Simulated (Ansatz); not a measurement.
**Al2As5: balancing the decomposition**

These are results of DFT PBE, scalar-relativistic, plane waves, PAW in Ansatz 0.2.0, not measurements. All cells share a 420 eV cutoff and Γ-centred k meshes spaced about 0.3 Å⁻¹ or finer (0.25 for metals, 2π included). No spin polarisation.

The zero of energy is the elements' standard structures at the same level; no fitted shifts are applied.

Temperature and zero-point effects are left out. No dispersion correction is applied, so the spacing and binding between layers, chains or molecules are poorly described (Al2As5 P3m1). The reference form of As is held partly by dispersion forces, which this level lacks.

A trial structure of Al2As5 (reached from: a cell proposed by chemical analogy; relaxed: space group P3m1 (No. 156), a = 3.965 Å, c = 23.716 Å) has a formation energy of -0.188 eV/atom. It holds As–As nets (shortest 2.59 Å). At its composition the lowest mixture among the elements and 1 reference phase computed alike (others may be missing) consists of these:

```csv
phase,source,ΔE_f (eV/atom)
As (solid),element,-0.001
AlAs (F-43m),COD,-0.487
```

The lowest database cell of As (-0.001) lies slightly below the reference, hence the non-zero entry.

Q: Write the balanced decomposition and find its energy per atom, per formula unit and per mole of formula units.

A: Balancing Al and As gives Al2As5 → 3 As + 2 AlAs. The left side holds 7 atoms, and the products take 3/7 (As) and 4/7 (AlAs) of them. The mixture therefore lies at 3/7 × (-0.001) + 4/7 × (-0.487) = -0.279 eV/atom. The reaction energy is -0.279 − (-0.188) = -0.091 eV/atom. Times 7 atoms that is -0.637 eV per Al2As5, and times 96.485 it is -61 kJ per mole of Al2As5. Decomposition is downhill, so the trial structure is unstable against this mixture.
